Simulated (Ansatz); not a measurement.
## TiTe2: equation of state with PBE

The system is TiTe2.

```
Te Ti
1.0
     3.77700    0.00000    0.00000
    -1.88850    3.27098    0.00000
     0.00000    0.00000    6.49800
Te Ti
2 1
Direct
  0.33333 0.66667 0.73720
  0.66667 0.33333 0.26280
  0.00000 0.00000 0.00000
```

- Program: Ansatz 0.2.0
- Task: equation of state
- Functional: PBE
- Potentials or basis: PseudoDojo stringent
- Cutoff: 1450 eV
- Density cutoff: 5800 eV
- k mesh: 8 × 8 × 4
- Occupations: fermi-dirac, width 0.05 eV
- Spin: no spin polarisation

- Equilibrium volume: 27.15 Å³/atom
- Bulk modulus at fixed shape and positions: 62 GPa
- Pressure derivative of the bulk modulus: 4.2

Energy against volume, from the lowest point:
| volume (Å³/atom) | energy (meV/atom) |
| --- | --- |
| 25.154 | 32.13 |
| 25.689 | 16.52 |
| 26.225 | 6.30 |
| 26.760 | 0.95 |
| 27.295 | 0.00 |
| 27.830 | 3.02 |
| 28.365 | 9.62 |

All runs of the series together: 91 s on 2 threads of Arm Neoverse V2, on a shared host.

Caveat: the cell was scaled at fixed shape and fractional positions, which overstates the stiffness of a crystal with free parameters, most of all of layers and chains; this functional lacks dispersion, which binds the layers, so the pressure and a relaxed spacing across them are unreliable. The run has no spin-orbit coupling, so splittings on Te are missing.
